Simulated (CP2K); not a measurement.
Runs of CP2K 2026.2 on Ti. The structure is cubic, space group Im-3m (No. 229). The conventional cell has a = 3.282 Å, b = 3.282 Å, c = 3.282 Å, α = 90.00°, β = 90.00°, γ = 90.00°. Around Ti (site symmetry m-3m) lie 8 Ti at 2.84 Å. This isn't the form of Ti at room conditions, which is hcp.

```tsv
potentials or basis	quickstep method	MIXING ALPHA	basis sets	potentials	ADDED_MOS	gap on the mesh (eV)	pressure (GPa)
GTH_POTENTIALS Ti GTH-PBE-q12; SZV-MOLOPT-SR-GTH basis	GPW	0.4	Ti SZV-MOLOPT-SR-GTH-q12	Ti GTH-PBE-q12 of GTH_POTENTIALS	[4]	none	-12.0
POTENTIAL_UZH Ti GTH-PBE-q12; ccGRB-D basis	GPW	0.4	Ti ccGRB-D-q12	Ti GTH-PBE-q12 of POTENTIAL_UZH	[11]	none	-3.7
POTENTIAL_UZH Ti GTH-PBE-q12; DZVP-MOLOPT-PBE-GTH basis	GPW	0.4	Ti DZVP-MOLOPT-PBE-GTH-q12	Ti GTH-PBE-q12 of POTENTIAL_UZH	[11]	none	-2.6
GTH_POTENTIALS Ti GTH-PBE-q12; DZVP-MOLOPT-SR-GTH basis	GPW	0.4	Ti DZVP-MOLOPT-SR-GTH-q12	Ti GTH-PBE-q12 of GTH_POTENTIALS	[11]	none	(b)
POTENTIAL_UZH Ti GTH-PBE-q12; TZV2P-MOLOPT-PBE-GTH basis	GPW	0.4	Ti TZV2P-MOLOPT-PBE-GTH-q12	Ti GTH-PBE-q12 of POTENTIAL_UZH	[11]	none	-2.4
POTENTIAL_UZH Ti GTH-PBE-q12; TZVP-MOLOPT-PBE-GTH basis	GPW	0.4	Ti TZVP-MOLOPT-PBE-GTH-q12	Ti GTH-PBE-q12 of POTENTIAL_UZH	[11]	none	-2.5
all electrons (GAPW); pob-DZVP-rev2 basis	GAPW	0.2	Ti pob-DZVP-rev2	Ti ALL	[11]	none	(a)
all electrons (GAPW); pob-TZVP-rev2 basis	GAPW	0.2	Ti pob-TZVP-rev2	Ti ALL	[11]	none	-46.9
GTH_POTENTIALS Ti GTH-PBE-q12; TZVP-MOLOPT-SR-GTH basis	GPW	0.4	Ti TZVP-MOLOPT-SR-GTH-q12	Ti GTH-PBE-q12 of GTH_POTENTIALS	[11]	none	(c)
```

Alike in all rows: task atomic charges; level PBE; no spin polarisation; cell as given; k mesh 11 × 11 × 11; smearing fermi-dirac 0.05 eV.

Q: Fill in the values left out.

A: (a) -10.6; (b) -1.9; (c) -2.3.

Caveats: the basis of atomic orbitals isn't converged, which shifts pressures, moduli and gaps; all-electron without relativistic terms, which shifts volumes and levels from the 3d row on (some runs); a minimal basis gives rough bond lengths, pressures and levels (some runs); a pressure of tens of GPa on the cell as given is suspect, and the run, the potentials or the cell itself is likely at fault (some runs).

A gap of «none» marks a metal or a gap under the smearing width.

The runs don't all hold the same shells in valence.
